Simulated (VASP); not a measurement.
# AlNi (Cmmm) in VASP: a series of runs, part 2 of 2

VASP 6.6.1. The steps go on from the part before.

**3. Single point, PBE**

This run uses another cell than the first one, of 12.11 Å³/atom, 1.032 times its volume.

INCAR reads:

```
SYSTEM = AlNi
  PREC = Accurate
  ENCUT = 520
  EDIFF = 1E-6
  ISMEAR = 0
  SIGMA = 0.1
  LREAL = .FALSE.
  LASPH = .TRUE.
  NELM = 100
  ALGO = Fast
  ISIF = 2
  LWAVE = .FALSE.
  LCHARG = .FALSE.
  GGA = PE
  NBANDS = 14
```

KPOINTS reads:

```
regular mesh
0
G
  16 16 14
  0 0 0
```

POSCAR reads:

```
AlNi
1.0
    2.0428069416     -2.0428126723      0.0000000000
    2.0428069416      2.0428126723      0.0000000000
    0.0000000000      0.0000000000      2.9011416498
Al Ni
1 1
Direct
    0.0000000000      0.0000000000      0.0000000000
    0.5000000000      0.5000000000      0.5000000000
```

Potentials or basis: VASP PAW PBE potentials, release 64 (Al, Ni).

Launch:

```
> cat potpaw_PBE.64/Al/POTCAR potpaw_PBE.64/Ni/POTCAR > POTCAR
> mpirun -np 1 vasp_std > vasp.out
```

OUTCAR:

```text
SYSTEM = AlNi
   PREC = Accurate
   ENCUT = 520
   EDIFF = 1E-6
   ISMEAR = 0
   LREAL = .FALSE.
   LASPH = .TRUE.
   NELM = 100
   ISIF = 2
   GGA = PE

 ion  position               nearest neighbor table
   1  0.000  0.000  0.000-   2 2.51   2 2.51   2 2.51   2 2.51   2 2.51   2 2.51   2 2.51   2 2.51

   2  0.500  0.500  0.500-   1 2.51   1 2.51   1 2.51   1 2.51   1 2.51   1 2.51   1 2.51   1 2.51

  LATTYP: Found a simple tetragonal cell.
 ALAT       =     2.8889693343
 C/A-ratio  =     1.0042133765

  Lattice vectors:

[... 599 lines left out ...]

  FORCE on cell =-STRESS in cart. coord.  units (eV):
  Direction    XX          YY          ZZ          XY          YZ          ZX
  --------------------------------------------------------------------------------------
  -------------------------------------------------------------------------------------
  Total       -0.0340398     -0.0340400     -0.0342965      0.0000000      0.0000000     -0.0000000
  in kB       -2.2523852     -2.2523978     -2.2693705      0.0000000      0.0000000     -0.0000000
  external PRESSURE =      -2.2580512 kB  Pullay stress =       0.0000000 kB

 VOLUME and BASIS-vectors are now :
 -----------------------------------------------------------------------------
  energy-cutoff  :      520.00
  volume of cell :       24.21
      direct lattice vectors                 reciprocal lattice vectors
     2.042806942 -2.042812672  0.000000000     0.244761260 -0.244760573  0.000000000
     2.042806942  2.042812672  0.000000000     0.244761260  0.244760573  0.000000000
     0.000000000  0.000000000  2.901141650     0.000000000  0.000000000  0.344691891

 POSITION                                       TOTAL-FORCE (eV/Angst)
 -----------------------------------------------------------------------------------
      0.00000      0.00000      0.00000        -0.000000     -0.000000      0.000000
      2.04281      0.00000      1.45057         0.000000      0.000000      0.000000
 -----------------------------------------------------------------------------------
    total drift:                                0.000000     -0.000000     -0.000000

  FREE ENERGIE OF THE ION-ELECTRON SYSTEM (eV)
  ---------------------------------------------------
  free  energy   TOTEN  =       -10.5411917666 eV

  energy  without entropy=      -10.5375304881  energy(sigma->0) =      -10.53936113
```

stdout:

```text
POSCAR found type information on POSCAR AlNi
 POSCAR found :  2 types and       2 ions
 scaLAPACK will be used
 LDA part: xc-table for (Slater+PW92), standard interpolation
 POSCAR, INCAR and KPOINTS ok, starting setup
 FFT: planning ... GRIDC
 FFT: planning ... GRID_SOFT
 FFT: planning ... GRID
 WAVECAR not read
 entering main loop
WARNING in EDDRMM: call to ZHEGV failed, returncode =   8  4     14
```

Run time: 35 s. Hardware: 1 thread of Intel Xeon 6975P-C (Granite Rapids), shared host; peak memory 0.23 GiB.

What came out:

```yaml
Free_energy: -10.5412 eV
Pressure: -0.2 GPa
Band_gap_on_the_k_mesh: none (metal or under the smearing width)
```

Levels at points of the mesh, in eV from the Fermi level:
```csv
k point,band 5,band 6,band 7,band 8,band 9,band 10
"(0.00, 0.00, 0.00)",-1.50,-1.50,5.36,5.51,5.51,8.08
"(0.50, 0.00, 0.00)",-2.19,-1.42,-0.61,8.27,9.88,10.02
"(0.50, 0.50, 0.00)",-2.03,-2.03,-0.98,1.50,2.44,12.08
"(0.00, 0.00, 0.50)",-2.18,-1.41,-0.64,8.28,10.01,10.01
"(0.50, 0.00, 0.50)",-2.02,-2.01,-0.99,1.46,2.41,12.18
"(0.50, 0.50, 0.50)",-0.95,2.02,2.03,2.03,3.59,4.39
```

**4. Relaxation of cell and atoms, PBE**

INCAR reads:

```
SYSTEM = AlNi
PREC = Accurate
ENCUT = 600
EDIFF = 1E-6
ISMEAR = 0
SIGMA = 0.1
LREAL = .False.
LASPH = .True.
NELM = 100
ALGO = Fast
ISIF = 3
LWAVE = .False.
LCHARG = .False.
GGA = PE
IBRION = 2
NSW = 100
EDIFFG = -0.005
```

KPOINTS reads:

```
regular mesh
0
Gamma
  16 16 14
  0 0 0
```

POSCAR reads:

```
AlNi
1.0
    1.9386940000     -1.9531901500      0.0000000000
    1.9386940000      1.9531901500      0.0000000000
    0.0000000000      0.0000000000      3.0994300413
Al Ni
1 1
Direct
    0.0000000000      0.0000000000      0.0000000000
    0.5000000000      0.5000000000      0.5000000000
```

Potentials or basis: VASP PAW PBE potentials, release 64 (Al, Ni).

Launch:

```
> cat potpaw_PBE.64/Al/POTCAR potpaw_PBE.64/Ni/POTCAR > POTCAR
> mpirun -np 1 vasp_std > vasp.out
```

OUTCAR:

```text
SYSTEM = AlNi
   PREC = Accurate
   ENCUT = 600
   EDIFF = 1E-6
   ISMEAR = 0
   LREAL = .False.
   LASPH = .True.
   NELM = 100
   ISIF = 3
   GGA = PE
   IBRION = 2
   NSW = 100
   EDIFFG = -0.005

 ion  position               nearest neighbor table
   1  0.000  0.000  0.000-   2 2.48   2 2.48   2 2.48   2 2.48   2 2.49   2 2.49   2 2.49   2 2.49

   2  0.500  0.500  0.500-   1 2.48   1 2.48   1 2.48   1 2.48   1 2.49   1 2.49   1 2.49   1 2.49

  LATTYP: Found a base centered orthorhombic cell.
 ALAT       =     3.8773880000
 B/A-ratio  =     1.0074772759
 C/A-ratio  =     0.7993603017

  Lattice vectors:

 A1 = (   1.9386940000,  -1.9531901500,   0.0000000000)
 A2 = (   1.9386940000,   1.9531901500,   0.0000000000)
 A3 = (   0.0000000000,   0.0000000000,   3.0994300413)

Analysis of symmetry for initial positions (statically):
=====================================================================
 Subroutine PRICEL returns:
 Original cell was already a primitive cell.

 Routine SETGRP: Setting up the symmetry group for a
 base centered orthorhombic supercell.

 Subroutine GETGRP returns: Found  8 space group operations
 (whereof  8 operations were pure point group operations)
 out of a pool of  8 trial point group operations.

The static configuration has the point symmetry D_2h.

[... 169 lines left out ...]
 cond. band min:      10.2823511448   @ k =  -0.3750   0.1250   0.0000
 fundamental gap:      0.0034154207
 Fermi energy:        10.2808611827

 k-point     1 :       0.0000    0.0000    0.0000
  band No.  band energies     occupation
      1      -1.0139      2.00000
      2       6.8482      2.00000
      3       6.9979      2.00000
      4       8.6095      2.00000
      5       8.6291      2.00000
      6       8.9109      2.00000
      7      13.2118      0.00000
      8      17.3188      0.00000
      9      17.3623      0.00000
     10      17.4360      0.00000
[... 400 lines left out ...]
  FREE ENERGIE OF THE ION-ELECTRON SYSTEM (eV)
  ---------------------------------------------------
  free  energy   TOTEN  =       -10.5073626232 eV

  energy  without entropy=      -10.5021687107  energy(sigma->0) =      -10.50476567

[... ionic steps 4 to 22 ...]

--------------------------------------- Ionic step       23  -------------------------------------------

 number of electron      13.0000006 magnetization

------------------------ aborting loop because EDIFF is reached ----------------------------------------
[... 67 lines left out ...]
--------------------------------------- Ionic step       25  -------------------------------------------

 number of electron      13.0000006 magnetization

 Free energy of the ion-electron system (eV)
  ---------------------------------------------------
  ext. energy  EPLUGINS =         0.00000000
  ---------------------------------------------------
  free energy    TOTEN  =       -10.54078123 eV

  energy without entropy =      -10.53709127  energy(sigma->0) =      -10.53893625

 E-fermi :   9.8444     XC(G=0): -11.9860

 val. band max:        9.8378444301   @ k =   0.5000   0.3125   0.4286
 cond. band min:       9.8576974599   @ k =  -0.1875   0.1250   0.3571
 fundamental gap:      0.0198530298
 Fermi energy:         9.8443642982

 k-point     1 :       0.0000    0.0000    0.0000
  band No.  band energies     occupation
      1      -1.1879      2.00000
      2       6.6930      2.00000
      3       6.6931      2.00000
      4       8.3410      2.00000
      5       8.3413      2.00000
      6       8.3467      2.00000
      7      15.2317      0.00000
      8      15.3347      0.00000
      9      15.3352      0.00000
     10      17.9268      0.00000
[... 328 lines left out ...]
  FREE ENERGIE OF THE ION-ELECTRON SYSTEM (eV)
  ---------------------------------------------------
  free  energy   TOTEN  =       -10.5407812316 eV

  energy  without entropy=      -10.5370912741  energy(sigma->0) =      -10.53893625

 reached required accuracy - stopping structural energy minimisation
```

OSZICAR:

```text
N       E                     dE             d eps       ncg     rms          rms(c)
DAV:   1     0.425056095615E+02    0.42506E+02   -0.62646E+03 11720   0.154E+03
DAV:   2    -0.106185170458E+02   -0.53124E+02   -0.50401E+02 11726   0.216E+02
DAV:   3    -0.119763930220E+02   -0.13579E+01   -0.13389E+01 13692   0.442E+01
[... 176 lines left out ...]
DAV:   1    -0.105410374979E+02   -0.25653E-03   -0.33267E-03 12782   0.107E+00    0.147E-01
RMM:   2    -0.105413036036E+02   -0.26611E-03   -0.32635E-03 11680   0.887E-01    0.195E-01
RMM:   3    -0.105407878973E+02    0.51571E-03   -0.11555E-03 11680   0.635E-01    0.282E-02
RMM:   4    -0.105407820061E+02    0.58912E-05   -0.16324E-05 11668   0.535E-02    0.990E-03
RMM:   5    -0.105407812316E+02    0.77458E-06   -0.55413E-06 10942   0.353E-02
  25 F= -.10540781E+02 E0= -.10538936E+02  d E =-.248929E-06
```

CONTCAR:

```text
AlNi
   1.00000000000000
     2.0440833525386721   -2.0439331206195637    0.0000000000000000
     2.0440833525386721    2.0439331206195637    0.0000000000000000
     0.0000000000000000    0.0000000000000000    2.8991067134380182
  Al              Ni
     1     1
Direct
     0.0000000000000000    0.0000000000000000    0.0000000000000000
     0.5000000000000000    0.5000000000000000    0.5000000000000000

  0.00000000E+00  0.00000000E+00  0.00000000E+00
  0.00000000E+00  0.00000000E+00  0.00000000E+00
```

Run time: 8.3 min. Hardware: 1 thread of Intel Xeon 6975P-C (Granite Rapids), shared host; peak memory 0.37 GiB.

What came out:

```yaml
Free_energy: -10.5408 eV
Relaxed_volume: 12.11 Å³/atom
Relaxed_cell: a = 2.891 Å, b = 2.891 Å, c = 2.899 Å, α = 90.00°, β = 90.00°, γ = 90.00°
Space_group_after_relaxing_to_0.05_Å: Pm-3m (No. 221)
Energy_gained_by_relaxing: 28.3 meV/atom
Ionic_steps: 25
Pressure_after_relaxing: 0.0 GPa
Band_gap_on_the_k_mesh: none (metal or under the smearing width)
```

The path:
```
step  energy change (eV)  largest force (eV/Å)  pressure (GPa)  volume (Å³)
   1              0.0000                0.0000            5.96        23.47
   2             -0.0184                0.0000           -4.20        24.98
   3             -0.0232                0.0000           -1.51        24.48
   4             -0.0355                0.0000           -1.12        24.42
   5             -0.0556                0.0000            0.18        24.17
   6             -0.0566                0.0000           -0.22        24.23
   7             -0.0566                0.0000            0.14        24.22
   8             -0.0566                0.0000           -0.11        24.22
   9             -0.0566                0.0000            0.42        24.18
  10             -0.0566                0.0000            0.16        24.20
  11             -0.0566                0.0000            0.08        24.21
  12             -0.0566                0.0000           -0.06        24.21
  13             -0.0566                0.0000            0.07        24.21
  14             -0.0566                0.0000           -0.53        24.21
  15             -0.0566                0.0000            0.34        24.21
  16             -0.0566                0.0000           -0.16        24.21
  17             -0.0566                0.0000            0.41        24.18
  18             -0.0566                0.0000            0.14        24.20
  19             -0.0566                0.0000           -0.05        24.20
  20             -0.0566                0.0000            0.11        24.20
  21             -0.0566                0.0000           -0.42        24.20
  22             -0.0566                0.0000            0.39        24.20
  23             -0.0566                0.0000           -0.11        24.20
  24             -0.0566                0.0000            0.13        24.20
  25             -0.0566                0.0000           -0.02        24.22
```

Final structure:
```
Al Ni
1.0
     2.04408   -2.04393    0.00000
     2.04408    2.04393    0.00000
     0.00000    0.00000    2.89911
Al Ni
1 1
Direct
  0.00000 0.00000 0.00000
  0.50000 0.50000 0.50000
```

Levels at points of the mesh, in eV from the Fermi level:
| k point | band 3 | band 4 | band 5 | band 6 | band 7 | band 8 | band 9 | band 10 |
| --- | --- | --- | --- | --- | --- | --- | --- | --- |
| (0.00, 0.00, 0.00) | -3.15 | -1.50 | -1.50 | -1.50 | 5.39 | 5.49 | 5.49 | 8.08 |
| (0.50, 0.00, 0.00) | -2.68 | -2.20 | -2.19 | -1.42 | -0.62 | 8.27 | 9.91 | 10.01 |
| (0.50, 0.50, 0.00) | -2.83 | -2.82 | -2.03 | -2.03 | -0.98 | 1.49 | 2.43 | 12.09 |
| (0.00, 0.00, 0.50) | -2.69 | -2.19 | -2.19 | -1.41 | -0.64 | 8.27 | 9.99 | 9.99 |
| (0.50, 0.00, 0.50) | -2.85 | -2.84 | -2.02 | -2.02 | -0.98 | 1.46 | 2.41 | 12.16 |
| (0.50, 0.50, 0.50) | -4.02 | -0.96 | -0.95 | 2.03 | 2.03 | 2.03 | 3.59 | 4.39 |
